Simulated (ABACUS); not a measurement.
W:

```xyz
1
Lattice="-1.5823 1.5823 1.5823 1.5823 -1.5823 1.5823 1.5823 1.5823 -1.5823" Properties=species:S:1:pos:R:3 pbc="T T T"
W     0.0000    0.0000    0.0000
```

```yaml
Program: ABACUS 3.10.1
Task: relaxation of cell and atoms
Functional: B86bPBE
Potentials_or_basis: PseudoDojo NC SR 0.5 PBE standard
Cutoff: 1007 eV
Density_cutoff: 4027 eV
Basis: plane waves
k_mesh: 10 × 10 × 10
Occupations: fermi-dirac, width 0.05 eV
Spin: no spin polarisation
```

At the start: pressure 7.5 GPa; volume 15.85 Å³/atom.

Q: How do energy, volume and symmetry change on relaxing?

A: Over 6 steps the energy falls by 8.7 meV/atom and the volume is 16.23 Å³/atom (+2.4 %); space group Im-3m (No. 229, to 0.05 Å).

Step by step:
| step | energy change (eV) | largest force (eV/Å) | pressure (GPa) | volume (Å³) |
| --- | --- | --- | --- | --- |
| 1 | 0.0000 | 0.0000 | 7.55 | 15.85 |
| 2 | 0.0980 | 0.0000 | -21.65 | 17.69 |
| 3 | -0.0087 | 0.0000 | -0.26 | 16.24 |
| 4 | -0.0087 | 0.0000 | -0.32 | 16.24 |
| 5 | -0.0086 | 0.0000 | 0.97 | 16.18 |
| 6 | -0.0087 | 0.0000 | 0.01 | 16.23 |

Final structure:
```
CELL_PARAMETERS angstrom
-1.59485 1.59485 1.59485
1.59485 -1.59485 1.59485
1.59485 1.59485 -1.59485
ATOMIC_POSITIONS crystal
W 0.00000 0.00000 0.00000
```

Caveat: the potentials were made for another functional, which shifts forces and pressure.
